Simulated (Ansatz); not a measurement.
# Anharmonic phonons and stability of InP (F-43m)

Wanted: self-consistent phonon frequencies, thermal pressure and a stability verdict for InP.

Main program and level: Ansatz 0.2.0; DFT PBE, scalar-relativistic, plane waves, PAW; PAW set soft_1.

Report form: the programs' logs are mostly left out.

The database entry behind the starting cell differs from later determinations by our own check (0.1 to 0.3 % short, probably kX units), so it need not match the best structure at ambient conditions.

### Step 1. Starting point

It takes space group F-43m (No. 216, cubic). Conventional cell: a = 5.861 Å, b = 5.861 Å, c = 5.861 Å, α = 90.00°, β = 90.00°, γ = 90.00°. In has 4 P at 2.54 Å nearest. P has 4 In at 2.54 Å nearest. Farther neighbours are not listed.

### Step 2. A first coarse run

A cheap single point shows whether the cell is a metal or an insulator and how far it is from rest; that sets the k-mesh and the occupations of what follows.

Input file input.yaml:

```yaml
crystal:
  lattice:
    - [0.0, 2.9305, 2.9305]
    - [2.9305, 0.0, 2.9305]
    - [2.9305, 2.9305, 0.0]
  atoms:
    - { symbol: In, position: [0.0, 0.0, 0.0] }
    - { symbol: P, position: [0.25, 0.25, 0.25] }
kpoints:
  mp_grid: { grid: [6, 6, 6] }
hamiltonian:
  xc: pbe
  pseudopotentials: { kind: paw, azcp: { folder: soft_1 } }
scf:
  occupations: { method: gaussian, width: 0.1 }
  lower_state_search: "off"
output:
  forces: true
  stress: true
  eigenvalues: true
```

Started as:

```
> ansatz run input.yaml --threads 8 --pin off --max-ram 16384MiB --backend cpu --events-out ev --progress --plain --runs-dir out
```

Elapsed: 0.28 s, on 8 threads of Arm Neoverse V2, shared host; peak memory 0.31 GiB.

This step gave:

- pressure: 3.348 GPa
- volume per atom: 25.17 Å³/atom
- gap on the k-mesh: 0.7117 eV

The start is under 3.3 GPa at this level and looks like an insulator or semiconductor on this mesh.

### Step 3. Finding the static equilibrium

Phonons are second derivatives about a minimum, so cell and atoms are relaxed first, inside the symmetry of the start.

input.yaml, the sections that differ from step 2:

```yaml
kpoints:
  mp_grid: { grid: [8, 8, 8] }
scf:
  occupations: { method: gaussian, width: 0.02 }
  lower_state_search: "off"
relax:
  adjacent_minimum: "off"
  f_tol: 0.005
  max_steps: 80
  cell: { stress_tol: 0.05 }
# crystal, hamiltonian, output: as in step 2
```

Elapsed: 1.4 s, on 8 threads; peak memory 0.37 GiB; 8.1 s of CPU time.

Step by step:

```
step  energy less that of the first step (eV)  largest force component (eV/Å)  pressure (GPa)  volume (Å³)
   1                                   0.0000                          0.0000            3.35        50.33
   2                                  -0.0250                          0.0000           -0.34        53.22
   3                                  -0.0254                          0.0000           -0.03        52.94
  4*                                  -0.0257                          0.0000           -0.03        52.94
```

Relaxation steps marked * repeat the geometry before them on a plane-wave basis chosen anew for their cell, so energy and pressure can jump there.

The run keeps the 24 symmetry operations that it works with, so distortions that break them were not tested.

```csv
"conventional cell, symmetrised",before,after,change
a (Å),5.861,5.960,+1.7 %
b (Å),5.861,5.960,+1.7 %
c (Å),5.861,5.960,+1.7 %
volume (Å³/atom),25.17,26.47,+5.2 %
```

Final coordinates:

```
In P
1.0
     0.00000    2.98018    2.98018
     2.98018    0.00000    2.98018
     2.98018    2.98018    0.00000
In P
1 1
Direct
  0.00000 0.00000 0.00000
  0.25000 0.25000 0.25000
```

Numbers from this step:

```yaml
pressure: -0.02943 GPa
gap_on_the_k_mesh: 0.4384 eV
volume_per_atom: 26.47 Å³/atom
```

The relaxation ends with a pressure of -0.03 GPa.

### Step 4. A second relaxation

The relaxation is run once more from where the first one ended, as the script does after a large change of volume or of the gap, with mesh and occupations reviewed.

input.yaml, the sections that differ from step 3:

```yaml
crystal:
  lattice:
    - [0.0, 2.9801820719, 2.9801820719]
    - [2.9801820719, 0.0, 2.9801820719]
    - [2.9801820719, 2.9801820719, 0.0]
  atoms:
    - { symbol: In, position: [0.0, 0.0, 0.0] }
    - { symbol: P, position: [0.25, 0.25, 0.25] }
kpoints:
  mp_grid: { grid: [10, 10, 10] }
# hamiltonian, scf, output, relax: as in step 3
```

It took 1 s on 8 threads; peak memory 0.39 GiB; 6.5 s of CPU time.

Little changed from the start: no atom moved by 0.005 Å and no cell edge by 0.1 %.

Numbers from this step:

* pressure: -0.02058 GPa
* gap on the k-mesh: 0.4389 eV

### Step 5. Relaxing to small residual forces and stress

The relaxation is repeated with tighter thresholds on force and stress, since phonons are sensitive to what is left; a change of mesh or smearing in the input moves the cell too.

input.yaml, the sections that differ from step 4:

```yaml
scf:
  occupations: { method: fixed }
  lower_state_search: "off"
relax:
  adjacent_minimum: "off"
  f_tol: 0.001
  max_steps: 60
  cell: { stress_tol: 0.01 }
# crystal, kpoints, hamiltonian, output: as in step 4
```

It took 1.4 s on 8 threads; peak memory 0.39 GiB.

Little changed from the start: no atom moved by 0.005 Å and no cell edge by 0.1 %.

Numbers from this step:

```
pressure          : 0.003707 GPa
gap on the k-mesh : 0.4411 eV
volume per atom   : 26.46 Å³/atom
```

The residual pressure is 0.0037 GPa, small enough for phonons.

### Step 6. Self-consistent phonons

Harmonic theory ignores how far atoms move; here frames sampled at temperature supply the forces, and the run stops at an error target or a frame limit.

Input file input.yaml:

```yaml
crystal:
  lattice:
    - [0.0, 2.9797762504, 2.9797762504]
    - [2.9797762504, 0.0, 2.9797762504]
    - [2.9797762504, 2.9797762504, 0.0]
  atoms:
    - { symbol: In, position: [0.0, 0.0, 0.0] }
    - { symbol: P, position: [0.25, 0.25, 0.25] }
kpoints:
  mp_grid: { grid: [6, 6, 6] }
hamiltonian:
  xc: pbe
  pseudopotentials: { kind: paw, azcp: { folder: soft_1 } }
scf:
  occupations: { method: fixed }
  lower_state_search: "off"
output:
  stress: true
  eigenvalues: true
phonons:
  method: fd
  dielectric: false
  supercell: [2, 2, 2]
  temperatures: { t_max: 1000, t_step: 50 }
  qpath:
    path:
      - [[0.0, 0.0, 0.0], [-0.5, -0.5, 0.0], [-0.375, -0.375, 0.25]]
      - [[-0.375, 0.0, 0.375], [0.0, 0.0, 0.0], [0.0, 0.0, 0.5], [-0.5, -0.25, 0.25], [-0.5, -0.5, 0.0]]
    npoints: 10
  self_consistent:
    temperatures: [50.0, 200.0, 400.0, 800.0]
    max_frames: 96
    max_frequency_error: 3.0
```

Elapsed: 6.2 min, on 8 threads; peak memory 1.8 GiB.

This step gave:

| Property | Result |
| --- | --- |
| point group | -43m |
| frames solved | 48 |
| pressure of the lattice at rest | -0.01350 GPa |

50 K; each column in its own order of rank; one wavevector of each set of like ones; translations left out; no LO-TO term. Modes at 50K, by row:

| q1 | q2 | q3 | rank | harmonic (cm⁻¹) | gaussian (cm⁻¹) | gaussian error (cm⁻¹) | hessian (cm⁻¹) | hessian error (cm⁻¹) | path integral (cm⁻¹) | path integral error (cm⁻¹) |
| --- | --- | --- | --- | --- | --- | --- | --- | --- | --- | --- |
| 0 | 0 | 0 | 1 | 284.4 | 284.6 | 0.1 | 282.5 | 0.1 | 282.6 | 0.3 |
| 0 | 0 | 0 | 2 | 284.4 | 284.6 | 0.1 | 282.5 | 0.1 | 282.6 | 0.3 |
| 0 | 0 | 0 | 3 | 284.4 | 284.6 | 0.1 | 282.5 | 0.1 | 282.6 | 0.3 |
| 0 | 0 | 0.5 | 1 | 53.4 | 52.8 | 0 | 52.7 | 0.1 | 52.7 | 0 |
| 0 | 0 | 0.5 | 2 | 53.4 | 52.8 | 0 | 52.7 | 0.1 | 52.7 | 0 |
| 0 | 0 | 0.5 | 3 | 158.1 | 158.1 | 0.1 | 157.6 | 0.1 | 157.5 | 0.1 |
| 0 | 0 | 0.5 | 4 | 290 | 290.3 | 0.1 | 288.6 | 0.3 | 288.4 | 0.2 |
| 0 | 0 | 0.5 | 5 | 290 | 290.3 | 0.1 | 288.6 | 0.3 | 288.4 | 0.2 |
| 0 | 0 | 0.5 | 6 | 312.2 | 312.4 | 0.1 | 311.4 | 0.1 | 311.6 | 0.4 |
| 0 | 0.5 | 0.5 | 1 | 66.3 | 65.6 | 0 | 65.4 | 0 | 65.4 | 0.1 |
| 0 | 0.5 | 0.5 | 2 | 66.3 | 65.6 | 0 | 65.4 | 0 | 65.4 | 0.1 |
| 0 | 0.5 | 0.5 | 3 | 170.5 | 170.4 | 0.1 | 169.9 | 0.6 | 169.9 | 0.1 |
| 0 | 0.5 | 0.5 | 4 | 299 | 299.4 | 0.1 | 297.9 | 0.2 | 297.9 | 0.2 |
| 0 | 0.5 | 0.5 | 5 | 299 | 299.4 | 0.1 | 297.9 | 0.2 | 297.9 | 0.2 |
| 0 | 0.5 | 0.5 | 6 | 306 | 306 | 0.2 | 304.9 | 0.2 | 304.6 | 0.2 |

200 K; each column in its own order of rank; one wavevector of each set of like ones; translations left out; no LO-TO term. Modes at 200K, by row:

```csv
q1,q2,q3,rank,harmonic (cm⁻¹),gaussian (cm⁻¹),gaussian error (cm⁻¹),hessian (cm⁻¹),hessian error (cm⁻¹),path integral (cm⁻¹),path integral error (cm⁻¹)
0,0,0,1,284.4,283.6,0.1,278.5,0.2,278.1,0.4
0,0,0,2,284.4,283.6,0.1,278.5,0.2,278.1,0.4
0,0,0,3,284.4,283.6,0.1,278.5,0.2,278.1,0.4
0,0,0.5,1,53.4,52.9,0,52.4,0,52.4,0
0,0,0.5,2,53.4,52.9,0,52.4,0,52.4,0
0,0,0.5,3,158.1,157.6,0.1,156.3,0.1,156.3,0.3
0,0,0.5,4,290,289.2,0.1,285.1,0.1,285.1,0.5
0,0,0.5,5,290,289.2,0.1,285.1,0.1,285.1,0.5
0,0,0.5,6,312.2,311.2,0.1,309.1,0.1,309.1,0.4
0,0.5,0.5,1,66.3,65.8,0.1,65,0.1,65,0.1
0,0.5,0.5,2,66.3,65.8,0.1,65,0.1,65,0.1
0,0.5,0.5,3,170.5,169.8,0.1,168.5,0.1,168.2,0.2
0,0.5,0.5,4,299,298.2,0.2,294.9,0.2,295.2,0.3
0,0.5,0.5,5,299,298.2,0.2,294.9,0.2,295.2,0.3
0,0.5,0.5,6,306,304.8,0.2,302.7,0.3,303.1,0.5
```

400 K; each column in its own order of rank; one wavevector of each set of like ones; translations left out; no LO-TO term. Modes at 400K, by row:

```csv
q1,q2,q3,rank,harmonic (cm⁻¹),gaussian (cm⁻¹),gaussian error (cm⁻¹),hessian (cm⁻¹),hessian error (cm⁻¹),path integral (cm⁻¹),path integral error (cm⁻¹)
0,0,0,1,284.4,282.4,0.1,272.8,0.7,272,0.8
0,0,0,2,284.4,282.4,0.1,272.8,0.7,272,0.8
0,0,0,3,284.4,282.4,0.1,272.8,0.7,272,0.8
0,0,0.5,1,53.4,52.5,0.1,51.7,0.1,51.7,0.1
0,0,0.5,2,53.4,52.5,0.1,51.7,0.1,51.7,0.1
0,0,0.5,3,158.1,156.9,0.1,154.4,0.2,154.2,0.2
0,0,0.5,4,290,287.8,0.1,280.1,0.3,279.4,0.5
0,0,0.5,5,290,287.8,0.1,280.1,0.3,279.4,0.5
0,0,0.5,6,312.2,309.6,0.2,305.4,0.2,304.7,0.5
0,0.5,0.5,1,66.3,65.6,0.1,63.9,0.2,63.9,0.1
0,0.5,0.5,2,66.3,65.6,0.1,63.9,0.2,63.9,0.1
0,0.5,0.5,3,170.5,168.9,0.2,166.5,0.3,166.2,0.3
0,0.5,0.5,4,299,296.7,0.3,290.6,0.3,289.6,0.4
0,0.5,0.5,5,299,296.7,0.3,290.6,0.3,289.6,0.4
0,0.5,0.5,6,306,303.4,0.2,299.3,0.2,298.7,0.5
```

800 K; each column in its own order of rank; one wavevector of each set of like ones; translations left out; no LO-TO term. Modes at 800K, by row:

```csv
q1,q2,q3,rank,harmonic (cm⁻¹),gaussian (cm⁻¹),gaussian error (cm⁻¹),hessian (cm⁻¹),hessian error (cm⁻¹),path integral (cm⁻¹),path integral error (cm⁻¹)
0,0,0,1,284.4,279.7,0.4,261.1,0.9,255.8,1.7
0,0,0,2,284.4,279.7,0.4,261.1,0.9,255.8,1.7
0,0,0,3,284.4,279.7,0.4,261.1,0.9,255.8,1.7
0,0,0.5,1,53.4,51.6,0.2,49.9,0.2,50,0.2
0,0,0.5,2,53.4,51.6,0.2,49.9,0.2,50,0.2
0,0,0.5,3,158.1,154.9,0.4,150,0.6,148.7,0.4
0,0,0.5,4,290,285.4,0.4,270.7,0.7,266.6,1.1
0,0,0.5,5,290,285.4,0.4,270.7,0.7,266.6,1.1
0,0,0.5,6,312.2,307.5,0.9,299.4,1.2,298,0.9
0,0.5,0.5,1,66.3,65,0.5,61.7,0.6,61.5,0.3
0,0.5,0.5,2,66.3,65,0.5,61.7,0.6,61.5,0.3
0,0.5,0.5,3,170.5,167,0.7,162.2,0.9,160.9,0.7
0,0.5,0.5,4,299,294.3,0.5,282.5,0.7,279.5,1
0,0.5,0.5,5,299,294.3,0.5,282.5,0.7,279.5,1
0,0.5,0.5,6,306,300.8,0.9,292.8,1.1,290.9,0.7
```

By temperature, by row:

```csv
T (K),verdict,pressure (GPa),error (GPa),vibrational free energy (eV/cell),entropy (J/mol-cell/K),free energy beyond the Gaussian (eV/cell),"mean-square displacement of the first In, sum over three axes, rings (Å²)",rings doubtful
50,stable,0.2109,0.0054,0.06891,9.143,-7.21e-5,0.006602,false
200,stable,0.2185,0.011,0.02598,44.21,-3.44e-4,0.02068,false
400,stable,0.3247,0.017,-0.09862,73.36,-0.00147,0.04186,false
800,stable,0.6104,0.029,-0.476,105.3,-0.0063,0.08963,false
```

Lowest frequency on the supercell's wavevectors (translations apart) against temperature:

| temperature (K) | harmonic (cm⁻¹) | gaussian (cm⁻¹) | hessian (cm⁻¹) | path integral (cm⁻¹) |
| --- | --- | --- | --- | --- |
| 50 | 53.4 | 52.8 | 52.7 | 52.7 |
| 200 | 53.4 | 52.9 | 52.5 | 52.4 |
| 400 | 53.4 | 52.5 | 51.7 | 51.7 |
| 800 | 53.4 | 51.6 | 49.9 | 50.0 |

Free-energy Hessian at 800 K, interpolated by phonopy, no LO-TO term. Phonon branches along the path, in cm⁻¹:

```csv
point,branch 1,branch 2,branch 3,branch 4,branch 5,branch 6
Γ,0,0,0,261,261,261
halfway,48,48,116,272,272,278
X,62,62,162,282,282,293
halfway,61,75,158,282,283,293
U,59,97,147,279,282,295
jump to K,59,97,147,279,282,295
halfway,39,68,114,266,273,284
Γ,0,0,0,261,261,261
halfway,36,36,107,266,266,281
L,50,50,150,271,271,299
halfway,57,90,142,275,277,297
W,73,101,141,280,284,294
halfway,67,80,154,281,283,293
X,62,62,162,282,282,293
```

The lowest frequency on the supercell's wavevectors (translations apart) is 53.4 cm⁻¹ at 200 K (harmonic); 52.9 cm⁻¹ at 200 K (gaussian); 52.5 cm⁻¹ at 200 K (hessian). The highest branch reaches 299 cm⁻¹ on this path, at L.

### Step 7. Summary of results

| Item | Value |
| --- | --- |
| 50 K | stable; softest mode 52.7 cm⁻¹ (harmonic 53.4); pressure 0.211 GPa |
| 200 K | stable; softest mode 52.5 cm⁻¹ (harmonic 53.4); pressure 0.218 GPa |
| 400 K | stable; softest mode 51.7 cm⁻¹ (harmonic 53.4); pressure 0.325 GPa |
| 800 K | stable; softest mode 49.9 cm⁻¹ (harmonic 53.4); pressure 0.610 GPa |

At fixed cell InP is judged stable at 50 K, stable at 200 K, stable at 400 K and stable at 800 K. The crystal is harmonically stable on these wavevectors; at fixed cell its lowest frequency is 53.4 cm⁻¹ in the harmonic picture and 49.9 cm⁻¹ from the free energy at 800 K. At 800 K the largest relative shift among harmonically stable modes above 20 cm⁻¹ that exceeds three times its error is at q = (0, 0, 0): 284 cm⁻¹ becomes 261 ± 0.9 cm⁻¹, matching modes by rank. The pressure column includes -0.014 GPa of the lattice at rest on the supercell's coarser k-mesh; in the Gaussian the ions' motion adds +0.62 GPa at 800 K, from the supercell's own modes alone. The cell is held fixed, the 16-atom supercell samples only its own wavevectors, and LO–TO splitting and linewidths are not included; the verdicts are statistical.

[Logs are printed without paths, hosts, clocks, repeated set-up lines and the standing remarks that a program may print on its own settings, such as how far it seeks lower states.]

[Hosts, paths, dates, database ids (printed as entryN), source tags and the programs' standing remarks are cut or masked in the printed files.]

[A step with changed settings may run another functional than the one named; its input shows which.]

[Pressures of single members of a volume series are the stress at the run's cutoff; with an incomplete basis they can lie off −dE/dV of the same runs, and they are not shown converged.]
